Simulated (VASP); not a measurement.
# N2 in VASP: further runs, part 2 of 2

VASP 6.6.1.

### Step 3. Vibrations by finite differences, PBE+D3(BJ)

The input, INCAR:

```
SYSTEM = N
ALGO = Normal
EDIFF = 1E-7
ENCUT = 400
GGA = PE
IBRION = 5
ISIF = 2
ISMEAR = 0
ISYM = 0
IVDW = 12
LASPH = .True.
LCHARG = .False.
LREAL = .False.
LWAVE = .False.
NBANDS = 12
NELM = 100
NFREE = 2
NSW = 1
POTIM = 0.015
PREC = Accurate
SIGMA = 0.01
```

The input, KPOINTS:

```
k-points
0
Gamma
  1 1 1
  0 0 0
```

The input, POSCAR:

```
N                                       
1.0
   11.4414717937      0.0000000000      0.0000000000
    0.0000000000     11.9414717937      0.0000000000
    0.0000000000      0.0000000000     12.4414717937
  N             
     2
Selective dynamics
Direct
0.5214622657000021  0.5159199176000016  0.4621639702999971  T T T
0.4777975808467083  0.4920518608591560  0.5391389110767585  T T T
```

Potentials or basis: VASP PAW PBE potentials, release 64 (N).

Command:

```
cat potpaw_PBE.64/N/POTCAR > POTCAR
mpirun -np 1 vasp_gam > vasp.out
```

OUTCAR:

```text
SYSTEM = N
   EDIFF = 1E-7
   ENCUT = 400
   GGA = PE
   IBRION = 5
   ISIF = 2
   ISMEAR = 0
   ISYM = 0
   IVDW = 12
   LASPH = .True.
   LREAL = .False.
   NELM = 100
   NFREE = 2
   NSW = 1
   POTIM = 0.015
   PREC = Accurate
 IVDW          = 12

 ion  position               nearest neighbor table
   1  0.521  0.516  0.462-   2 1.12
   2  0.478  0.492  0.539-   1 1.12

IMPORTANT INFORMATION: All symmetrisations will be switched off!
NOSYMM: (Re-)initialisation of all symmetry stuff for point group C_1.

----------------------------------------------------------------------------------------

                                     Primitive cell

  volume of cell :    1699.8536

  direct lattice vectors                    reciprocal lattice vectors
    11.441471794  0.000000000  0.000000000     0.087401343  0.000000000  0.000000000
     0.000000000 11.941471794  0.000000000     0.000000000  0.083741771  0.000000000
     0.000000000  0.000000000 12.441471794     0.000000000  0.000000000  0.080376343

  length of vectors
    11.441471794 11.941471794 12.441471794     0.087401343  0.083741771  0.080376343

  position of ions in fractional coordinates (direct lattice)
     0.521462266  0.515919918  0.462163970
     0.477797581  0.492051861  0.539138911

  ion indices of the primitive-cell ions
   primitive index   ion index
                 1           1
                 2           2

----------------------------------------------------------------------------------------

 KPOINTS: k-points

Automatic generation of k-mesh.
 Grid dimensions read from file:
 generate k-points for:    1    1    1

 Generating k-lattice:

  Cartesian coordinates                     Fractional coordinates (reciprocal lattice)
     0.087401343  0.000000000  0.000000000     1.000000000  0.000000000  0.000000000
     0.000000000  0.083741771  0.000000000     0.000000000  1.000000000  0.000000000
     0.000000000  0.000000000  0.080376343     0.000000000  0.000000000  1.000000000

  Length of vectors
     0.087401343  0.083741771  0.080376343

  Shift w.r.t. Gamma in fractional coordinates (k-lattice)
     0.000000000  0.000000000  0.000000000

 Subroutine IBZKPT returns following result:
 ===========================================

 Found      1 irreducible k-points:

 Following reciprocal coordinates:
            Coordinates               Weight
  0.000000  0.000000  0.000000      1.000000
   k-points           NKPTS =      1   k-points in BZ     NKDIM =      1   number of bands    NBANDS=     12
   number of dos      NEDOS =    301   number of ions     NIONS =      2
   total plane-waves  NPLWV = 537600
   dimension x,y,z NGX =    80 NGY =   80 NGZ =   84
   dimension x,y,z NGXF=   160 NGYF=  160 NGZF=  168
   ions per type =               2
   NGX,Y,Z   is equivalent  to a cutoff of  11.62, 11.14, 11.22 a.u.
   NGXF,Y,Z  is equivalent  to a cutoff of  23.25, 22.27, 22.45 a.u.
 SYSTEM =  N
   PREC   = accura    normal or accurate (medium, high low for compatibility)
   ISTART =      0    job   : 0-new  1-cont  2-samecut
   ICHARG =      2    charge: 1-file 2-atom 10-const
   ISPIN  =      1    spin polarized calculation?
   LNONCOLLINEAR =      F non collinear calculations
   LSORBIT =      F    spin-orbit coupling
   LASPH  =      T    aspherical Exc in radial PAW
   ENCUT  =  400.0 eV  29.40 Ry    5.42 a.u.  18.66 19.47 20.29*2*pi/ulx,y,z
   NELM   =    100;   NELMIN=  2; NELMDL= -5     # of ELM steps
   EDIFF  = 0.1E-06   stopping-criterion for ELM
   LREAL  =      F    real-space projection
   EDIFFG = 0.1E-05   stopping-criterion for IOM
   NSW    =     61    number of steps for IOM
   IBRION =      5    ionic relax: 0-MD 1-quasi-New 2-CG
   NFREE  =      2    steps in history (QN), initial steepest desc. (CG)
   ISIF   =      2    stress and relaxation
   ISYM   =      0    0-nonsym 1-usesym 2-fastsym
   POTIM  = 0.0150    time-step for ionic-motion
   TEBEG  =    0.0;   TEEND  =   0.0 temperature during run
   PSTRESS=    0.0 pullay stress
   NELECT =      10.0000    total number of electrons
   NUPDOWN=      -1.0000    fix difference up-down
   EMIN   =  10.00;   EMAX   =-10.00  energy-range for DOS
   EFERMI =   0.00;   METHOD = LEGACY
   ISMEAR =     0;   SIGMA  =   0.01  broadening in eV -4-tet -1-fermi 0-gaus
   EFERMI_NEDOS =   21; number of points for ismear=-14 and -15
   IALGO  =     38    algorithm
   IMIX   =      4    mixing-type and parameters
     AMIX     =   0.40;   BMIX     =  1.00
     AMIX_MAG =   1.60;   BMIX_MAG =  1.00
  volume/ion in A,a.u.               =     849.93      5735.59
  Fermi-wavevector in a.u.,A,eV,Ry     =   0.295532  0.558474  1.188320  0.087339
  Thomas-Fermi vector in A             =   1.159194
   LORBIT       =      0    0 simple, 1 ext, 2 COOP (PROOUT), +10 PAW based schemes
   GGA     = PE    functional components
   LHFCALC =     F    Hartree Fock is set to
   AEXX    =    0.0000 exact exchange contribution
   IVDW    =    12    specifies the selected vdW correction
   LEPSILON=     F    determine dielectric tensor
   LRPA    =     F    only Hartree local field effects (RPA)
 finite differences
 non-spin polarized calculation
 Gauss-broadening in eV      SIGMA  =   0.01
  energy-cutoff  :      400.00
  volume of cell :     1699.85
 maximum number of plane-waves:     15454
 NGX is ok and might be reduce to    80
   NGX = 37   NGY = 39   NGZ = 41

--------------------------------------- Ionic step        1  -------------------------------------------

 number of electron      10.0000002 magnetization

 Free energy of the ion-electron system (eV)
  ---------------------------------------------------
  ext. energy  EPLUGINS =         0.00000000
  ---------------------------------------------------
  free energy    TOTEN  =       -16.62243985 eV

  energy without entropy =      -16.62243985  energy(sigma->0) =      -16.62243985

------------------------ aborting loop because EDIFF is reached ----------------------------------------

 Edisp (eV)   -0.01187

 E8    (eV) :    -0.0035
[... 105 lines left out ...]
  FREE ENERGIE OF THE ION-ELECTRON SYSTEM (eV)
  ---------------------------------------------------
  free  energy   TOTEN  =       -16.6309582057 eV

  energy  without entropy=      -16.6309582057  energy(sigma->0) =      -16.63095821

[... ionic steps 4 to 10 ...]

--------------------------------------- Ionic step       11  -------------------------------------------

 number of electron      10.0000002 magnetization

------------------------ aborting loop because EDIFF is reached ----------------------------------------
[... 35 lines left out ...]
--------------------------------------- Ionic step       12  -------------------------------------------

 number of electron      10.0000001 magnetization

 E-fermi :  -9.9914     XC(G=0):  -0.3912

 val. band max:      -10.1064897746   @ k =   0.0000   0.0000   0.0000
 cond. band min:      -2.2399411986   @ k =   0.0000   0.0000   0.0000
 fundamental gap:      7.8665485760
 Fermi energy:        -9.9913510734

 k-point     1 :       0.0000    0.0000    0.0000
  band No.  band energies     occupation
      1     -27.8763      2.00000
      2     -13.6109      2.00000
      3     -11.3366      2.00000
      4     -11.3365      2.00000
      5     -10.1065      2.00000
      6      -2.2399      0.00000
      7      -2.2396      0.00000
      8      -0.1782      0.00000
      9       0.7460      0.00000
     10       0.7711      0.00000
     11       0.8033      0.00000
     12       0.8815      0.00000
[... 37 lines left out ...]
--------------------------------------- Ionic step       13  -------------------------------------------

 number of electron      10.0000002 magnetization

 Free energy of the ion-electron system (eV)
  ---------------------------------------------------
  ext. energy  EPLUGINS =         0.00000000
  ---------------------------------------------------
  free energy    TOTEN  =       -16.60968793 eV

  energy without entropy =      -16.60968793  energy(sigma->0) =      -16.60968793

 E-fermi : -10.0382     XC(G=0):  -0.3903

 val. band max:      -10.1178100998   @ k =   0.0000   0.0000   0.0000
 cond. band min:      -1.9482200286   @ k =   0.0000   0.0000   0.0000
 fundamental gap:      8.1695900712
 Fermi energy:       -10.0382203844

 k-point     1 :       0.0000    0.0000    0.0000
  band No.  band energies     occupation
      1     -28.2825      2.00000
      2     -13.4267      2.00000
      3     -11.5450      2.00000
      4     -11.5448      2.00000
      5     -10.1178      2.00000
      6      -1.9482      0.00000
      7      -1.9478      0.00000
      8      -0.1742      0.00000
      9       0.7493      0.00000
     10       0.7675      0.00000
     11       0.8013      0.00000
     12       0.8811      0.00000
[... 31 lines left out ...]
  FREE ENERGIE OF THE ION-ELECTRON SYSTEM (eV)
  ---------------------------------------------------
  free  energy   TOTEN  =       -16.6215558330 eV

  energy  without entropy=      -16.6215558330  energy(sigma->0) =      -16.62155583

 SECOND DERIVATIVES (NOT SYMMETRIZED)
 ------------------------------------
               1X          1Y          1Z          2X          2Y          2Z
  1X   -30.231005  -17.245817   57.965936   30.231005   17.245817  -57.965936
  1Y   -17.237487   -9.829043   33.041598   17.237487    9.829043  -33.041598
  1Z    58.081717   33.123031 -111.235757  -58.081717  -33.123031  111.235757
  2X    30.227781   17.247379  -57.962875  -30.227781  -17.247379   57.962875
  2Y    17.238845    9.831273  -33.042087  -17.238845   -9.831273   33.042087
  2Z   -58.074369  -33.122472  111.220490   58.074369   33.122472 -111.220490

 Eigenvectors and eigenvalues of the dynamical matrix
 ----------------------------------------------------

   1 f  =   72.683890 THz   456.686350 2PiTHz 2424.473600 cm-1   300.596280 meV
             X         Y         Z           dx          dy          dz
      5.966296  6.160843  5.750000    -0.316158   -0.180274    0.606276
      5.466708  5.875823  6.707682     0.316150    0.180277   -0.606237
[... 21 lines left out ...]
   6 f/i=    1.056503 THz     6.638207 2PiTHz   35.241162 cm-1     4.369345 meV
             X         Y         Z           dx          dy          dz
      5.966296  6.160843  5.750000    -0.564256   -0.227194   -0.351324
      5.466708  5.875823  6.707682     0.570237    0.210276    0.370383
```

OSZICAR:

```text
N       E                     dE             d eps       ncg     rms          rms(c)
DAV:   1     0.100024057213E+03    0.10002E+03   -0.18630E+03    32   0.337E+02
DAV:   2     0.153576910538E+02   -0.84666E+02   -0.84143E+02    44   0.699E+01
DAV:   3    -0.150629933900E+02   -0.30421E+02   -0.30344E+02    28   0.733E+01
[... 13 lines left out ...]
DAV:  12    -0.166096858410E+02   -0.15921E-05   -0.17790E-08    28   0.507E-04    0.113E-04
DAV:  13    -0.166096871329E+02   -0.12919E-05   -0.18401E-08    24   0.567E-04    0.460E-05
DAV:  14    -0.166096875707E+02   -0.43788E-06   -0.19600E-09    32   0.241E-04    0.275E-05
DAV:  15    -0.166096878513E+02   -0.28057E-06   -0.25985E-10    32   0.172E-04    0.203E-05
DAV:  16    -0.166096879250E+02   -0.73700E-07    0.90864E-10    32   0.677E-05
  13 F= -.16621556E+02 E0= -.16621556E+02  d E =-.174157E-29
```

stdout:

```text
POSCAR found type information on POSCAR N
 POSCAR found :  1 types and       2 ions
 scaLAPACK will be used
 LDA part: xc-table for (Slater+PW92), standard interpolation
 POSCAR, INCAR and KPOINTS ok, starting setup
 FFT: planning ... GRIDC
 FFT: planning ... GRID_SOFT
 FFT: planning ... GRID
 WAVECAR not read
 entering main loop
 Finite differences POTIM= 0.01500 DOF=   6
 bond charge predicted
 Finite differences progress:
 bond charge predicted
 Finite differences progress:
 bond charge predicted
 Finite differences progress:
 bond charge predicted
 Finite differences progress:
 bond charge predicted
 Finite differences progress:
 bond charge predicted
 Finite differences progress:
 bond charge predicted
 Finite differences progress:
 bond charge predicted
 Finite differences progress:
 bond charge predicted
 Finite differences progress:
 bond charge predicted
 Finite differences progress:
 bond charge predicted
 Finite differences progress:
 bond charge predicted
 Finite differences progress:
```

Wall time 9 min (1 thread of Intel Xeon 6975P-C (Granite Rapids), shared host); peak memory 1 GiB.

What came out:

| Property | Result |
| --- | --- |
| Highest phonon frequency at Γ | 2424 cm⁻¹ |
| Most unstable mode | 35i cm⁻¹ |
| Dispersion energy per atom | -0.006 eV |

Phonon frequencies in cm⁻¹ (negative: imaginary):
```csv
q point,frequencies
"(0.000, 0.000, 0.000)",-35 -12 0 1 4 2424
```

Caveat: some modes are imaginary; the standard files for N, O and F lose accuracy on very short bonds.

### Step 4. Single point, PBE

The input, INCAR:

```
SYSTEM = N
ALGO = Normal
EDIFF = 1E-7
ENCUT = 400
GGA = PE
ISIF = 2
ISMEAR = 0
ISYM = 0
LASPH = .True.
LCHARG = .False.
LREAL = .False.
LWAVE = .False.
NBANDS = 12
NELM = 100
PREC = Accurate
SIGMA = 0.01
```

KPOINTS is that of step 3.

Edit POSCAR of step 3 so:

```diff
@@ -9,3 +9,3 @@
 Direct
-0.5214622657000021  0.5159199176000016  0.4621639702999971  T T T
-0.4777975808467083  0.4920518608591560  0.5391389110767585  T T T
+     0.5214622657000021    0.5159199176000016    0.4621639702999971   F   F   F
+     0.4777975808467083    0.4920518608591560    0.5391389110767585   T   T   T
```

Command:

```
cat potpaw_PBE.64/N/POTCAR > POTCAR
mpirun -np 1 vasp_gam > vasp.out
```

Run time: 52 s. Hardware: 1 thread of Intel Xeon 6975P-C (Granite Rapids), shared host; peak memory 0.83 GiB.

The run converged. Its results:

* Free energy: -16.6224 eV
* Largest force: 0.010 eV/Å
* Gap between the frontier levels: 8.02 eV

Forces on the atoms (eV/Å):
```
N   -0.002 -0.005  0.008
N    0.002  0.005 -0.008
```

Levels at points of the mesh, in eV from the valence-band top:
| k point | band 1 | band 2 | band 3 | band 4 | band 5 | band 6 | band 7 | band 8 | band 9 | band 10 |
| --- | --- | --- | --- | --- | --- | --- | --- | --- | --- | --- |
| (0.00, 0.00, 0.00) | -17.97 | -3.41 | -1.33 | -1.33 | 0.00 | 8.02 | 8.02 | 9.94 | 10.86 | 10.88 |

Caveat: the standard files for N, O and F lose accuracy on very short bonds. As with any semilocal functional, this PBE gap is likely too small.

### Step 5. Summary

```csv
task,level,cell,atoms held fixed (from 0),gap on the mesh (eV)
relaxation of the atoms,PBE+D3(BJ),atoms relaxed,[0],8.02
vibrations by finite differences,PBE+D3(BJ),as given,-,-
single point,PBE,as given,-,8.02
```

Alike in all rows: potentials or basis VASP PAW PBE potentials, release 64 (N); no spin polarisation; k mesh 1 × 1 × 1; cutoff (eV) 400; smearing gaussian 0.01 eV.

Caveats: the standard files for N, O and F lose accuracy on very short bonds; some modes are imaginary (some runs).

Absolute energies hang on the potentials; compare differences alone.
